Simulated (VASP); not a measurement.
# BP (F-43m) in VASP: a series of runs, part 4 of 4

VASP 6.6.1. The steps go on from the part before.

### Step 6. G0W0 quasiparticle levels, PBE

File POSCAR:

```
BP
1.0
    0.0000000000      2.2690000000      2.2690000000
    2.2690000000      0.0000000000      2.2690000000
    2.2690000000      2.2690000000      0.0000000000
P B
1 1
Direct
    0.7500000000      0.7500000000      0.7500000000
    0.0000000000      0.0000000000      0.0000000000
```

File INCAR.step1:

```
SYSTEM = BP
PREC     = Accurate       ! precision mode
ENCUT    = 450            ! plane-wave cutoff, eV
EDIFF    = 1E-8           ! SCF threshold, eV
ISMEAR   = 0              ! smearing method
SIGMA    = 0.01           ! smearing width, eV
LREAL    = .FALSE.        ! projectors in reciprocal space
LASPH    = .TRUE.         ! aspherical terms in the spheres
NELM     = 100            ! most SCF steps
ALGO     = Normal         ! electronic algorithm
LWAVE    = .TRUE.         ! write WAVECAR
LCHARG   = .FALSE.        ! write CHGCAR
GGA      = PE             ! functional
```

File INCAR.step2:

```
SYSTEM = BP
PREC     = Accurate       ! precision mode
ENCUT    = 450            ! plane-wave cutoff, eV
EDIFF    = 1E-8           ! SCF threshold, eV
ISMEAR   = 0              ! smearing method
SIGMA    = 0.01           ! smearing width, eV
LREAL    = .FALSE.        ! projectors in reciprocal space
LASPH    = .TRUE.         ! aspherical terms in the spheres
NELM     = 1              ! most SCF steps
ALGO     = Exact          ! electronic algorithm
LWAVE    = .TRUE.         ! write WAVECAR
LCHARG   = .FALSE.        ! write CHGCAR
GGA      = PE             ! functional
NBANDS   = 18             ! bands
LOPTICS  = .TRUE.         ! frequency-dependent dielectric function
ISTART   = 1
```

File INCAR.step3:

```
SYSTEM = BP
PREC     = Accurate       ! precision mode
ENCUT    = 450            ! plane-wave cutoff, eV
EDIFF    = 1E-8           ! SCF threshold, eV
ISMEAR   = 0              ! smearing method
SIGMA    = 0.01           ! smearing width, eV
LREAL    = .FALSE.        ! projectors in reciprocal space
LASPH    = .TRUE.         ! aspherical terms in the spheres
ALGO     = EVGW0          ! electronic algorithm
LWAVE    = .FALSE.        ! write WAVECAR
LCHARG   = .FALSE.        ! write CHGCAR
GGA      = PE             ! functional
NELMGW   = 1            
NBANDS   = 18             ! bands
ENCUTGW  = 260            ! cutoff of the response function
NOMEGA   = 48             ! frequency points
PRECFOCK = Fast         
ISTART   = 1            
NBANDSGW = 12
```

File KPOINTS:

```
regular mesh
0
G
  3 3 3
  0 0 0
```

Potentials or basis: VASP PAW PBE potentials, release 64 (P_GW, B_GW).

Started as:

```
$ cat potpaw_PBE.64/P_GW/POTCAR potpaw_PBE.64/B_GW/POTCAR > POTCAR
$ cp INCAR.step1 INCAR
$ mpirun -np 1 vasp_std > vasp.out
$ cp INCAR.step2 INCAR
$ mpirun -np 1 vasp_std > vasp.out
$ cp INCAR.step3 INCAR
$ mpirun -np 1 vasp_std > vasp.out
```

OUTCAR:

```text
SYSTEM = BP
   PREC = Accurate
   ENCUT = 450
   EDIFF = 1E-8
   ISMEAR = 0
   LREAL = .FALSE.
   LASPH = .TRUE.
   GGA = PE
   NELMGW = 1
   ENCUTGW = 260
   PRECFOCK = Fast
   ISTART = 1

 Found      4 irreducible k-points:

 Following reciprocal coordinates:
            Coordinates               Weight
  0.000000  0.000000  0.000000      1.000000
  0.333333  0.000000  0.000000      8.000000
  0.333333  0.333333  0.000000      6.000000
 -0.333333  0.333333  0.000000     12.000000
   k-points           NKPTS =      4   k-points in BZ     NKDIM =     27   number of bands    NBANDS=     18
   number of dos      NEDOS =    301   number of ions     NIONS =      2
   total plane-waves  NPLWV =  13824
   dimension x,y,z NGX =    24 NGY =   24 NGZ =   24
   dimension x,y,z NGXF=    48 NGYF=   48 NGZF=   48
   ions per type =               1   1
   NGX,Y,Z   is equivalent  to a cutoff of  12.43, 12.43, 12.43 a.u.
   NGXF,Y,Z  is equivalent  to a cutoff of  24.87, 24.87, 24.87 a.u.
[... 54 lines left out ...]
   NELMHF              =     1    number of iterations in the inner HF iteration
   NKREDLFX            =     1    NKREDLFY  =   1   NKREDLFZ  =   1
 non-spin polarized calculation
 Gauss-broadening in eV      SIGMA  =   0.01
  energy-cutoff  :      450.00
  volume of cell :       23.36
 maximum number of plane-waves:       531
 NGX is ok and might be reduce to    24
  NGX = 14; NGY = 14; NGZ = 14
   NGX = 11   NGY = 11   NGZ = 11
 maximum number of plane-waves:       229

 QP shifts <psi_nk| G(iteration)W_0 |psi_nk>: iteration 1
 for sc-GW calculations column KS-energies equals QP-energies in previous step
 and V_xc(KS)=  KS-energies - (<T + V_ion + V_H > + <T+V_H+V_ion>^1  + <V_x>^1)

 k-point   1 :       0.0000    0.0000    0.0000
  band No.  KS-energies  QP-energies   sigma(KS)   V_xc(KS)     V^pw_x(r,r')   Z            occupation Imag(sigma)

      1      -8.2562      -8.6135     -12.5331     -12.0443     -20.4104       0.7309       2.0000       1.5864
      2       7.2423       7.4406     -13.0823     -13.3323     -15.6940       0.7933       2.0000       0.0992
      3       7.2423       7.4406     -13.0823     -13.3323     -15.6940       0.7933       2.0000       0.0992
      4       7.2423       7.4406     -13.0823     -13.3323     -15.6940       0.7933       2.0000       0.0992
      5      10.5996      11.6627     -10.7017     -12.0587      -6.6990       0.7834       0.0000      -0.1016
      6      10.5996      11.6627     -10.7017     -12.0587      -6.6990       0.7834       0.0000      -0.1016
      7      10.5996      11.6627     -10.7017     -12.0587      -6.6990       0.7834       0.0000      -0.1016
      8      14.6211      15.7417     -11.2839     -12.7388      -5.8616       0.7702       0.0000      -0.2686
      9      18.7364      19.2880      -8.6495      -9.3455      -3.2088       0.7926       0.0000      -0.4074
     10      19.2001      20.6720      -9.8540     -11.7529      -4.8887       0.7751       0.0000      -0.2837
     11      19.2001      20.6720      -9.8540     -11.7529      -4.8887       0.7751       0.0000      -0.2837
     12      22.8563      23.9047      -8.5533      -9.8669      -2.7229       0.7981       0.0000      -0.8060
[... 36 lines left out ...]
      1      -3.8247      -4.0681     -13.0419     -12.7142     -19.3027       0.7427       2.0000       0.7961
      2      -0.6121      -0.9098     -12.9101     -12.5124     -17.8964       0.7486       2.0000       0.4656
      3       0.8718       0.6462     -11.9258     -11.6314     -15.7545       0.7662       2.0000       0.2563
      4       4.1665       4.1377     -12.7318     -12.6946     -16.0028       0.7752       2.0000       0.1499
      5       9.8351      10.6506      -9.8875     -10.9091      -5.8143       0.7982       0.0000      -0.0951
      6      15.4335      16.5503     -10.1636     -11.5956      -5.2861       0.7799       0.0000      -0.2361
      7      15.7422      17.1157     -10.5744     -12.3392      -5.3371       0.7783       0.0000      -0.3066
      8      16.9753      18.2527     -10.8163     -12.4877      -5.3046       0.7642       0.0000      -0.3505
      9      17.6280      18.9098     -10.4799     -12.1376      -5.1107       0.7732       0.0000      -0.3467
     10      18.8698      20.1602      -9.7454     -11.3649      -4.7725       0.7968       0.0000      -0.3665
     11      25.9044      27.3689     -10.1441     -12.0791      -3.4867       0.7569       0.0000      -0.9753
     12      27.2862      28.5308      -8.5713     -10.1504      -2.6179       0.7881       0.0000      -1.0088
```

OUTCAR.step1:

```text
SYSTEM = BP
   PREC = Accurate
   ENCUT = 450
   EDIFF = 1E-8
   ISMEAR = 0
   LREAL = .FALSE.
   LASPH = .TRUE.
[... 151 lines left out ...]
      3.40350      3.40350      3.40350        -0.000000     -0.000000      0.000000
      0.00000      0.00000      0.00000         0.000000      0.000000     -0.000000
 -----------------------------------------------------------------------------------
    total drift:                               -0.000000     -0.000000     -0.000000

  FREE ENERGIE OF THE ION-ELECTRON SYSTEM (eV)
  ---------------------------------------------------
  free  energy   TOTEN  =       -12.2920936089 eV

  energy  without entropy=      -12.2920936089  energy(sigma->0) =      -12.29209361
```

OUTCAR.step2:

```text
SYSTEM = BP
   PREC = Accurate
   ENCUT = 450
   EDIFF = 1E-8
[... 519 lines left out ...]
  --------------------------------------------------------------------------------------------------------------
     0.00000    18.78421    18.78421    18.78421    -0.00000    -0.00000     0.00000
     0.55115    19.01931    19.01931    19.01931    -0.00000    -0.00000     0.00000
     1.10230    19.78505    19.78505    19.78505    -0.00000    -0.00000     0.00000
     1.65345    21.28298    21.28298    21.28298    -0.00000    -0.00000     0.00000
     2.20460    24.09755    24.09755    24.09755    -0.00000    -0.00000     0.00000
     2.75575    30.54040    30.54040    30.54040    -0.00000    -0.00000     0.00000
[... 92 lines left out ...]
    54.01279     0.79179     0.79179     0.79179     0.00000     0.00000    -0.00000
    54.56395     0.79617     0.79617     0.79617     0.00000     0.00000    -0.00000
```

It used 11 s of CPU time on 1 thread of Intel(R) Xeon(R) Platinum 8559C (Emerald Rapids), on a shared host, which was overloaded at the time.

The run converged, but some of its settings lie outside the range that counts as converged, so its numbers aren't taken as properties of the crystal.

Results:

| Item | Value |
| --- | --- |
| Band gap on the k mesh, mean-field level | 1.34 eV, indirect (least direct gap 3.36 eV) |
| Quasiparticle gap | 1.91 eV |
| Least direct quasiparticle gap | 4.22 eV |

Caveat: the k mesh is coarse (spacing up to 0.80 Å⁻¹), so the values aren't converged; bands, screening cutoff and mesh are small and nothing is extrapolated, so the quasiparticle values aren't converged; an odd mesh through Γ misses points on the zone boundary, where band edges often lie.

### Step 7. For comparison

An earlier run on the cell as given: functional PBEsol; potentials or basis VASP PAW PBE potentials, release 64 (P, B); cutoff 520 eV; k mesh 10 × 10 × 10; occupations fermi-dirac, width 0.05 eV; no spin polarisation.

- Pressure: -1.9 GPa
- Band gap on the k mesh: 1.13 eV, indirect (least direct gap 3.36 eV)
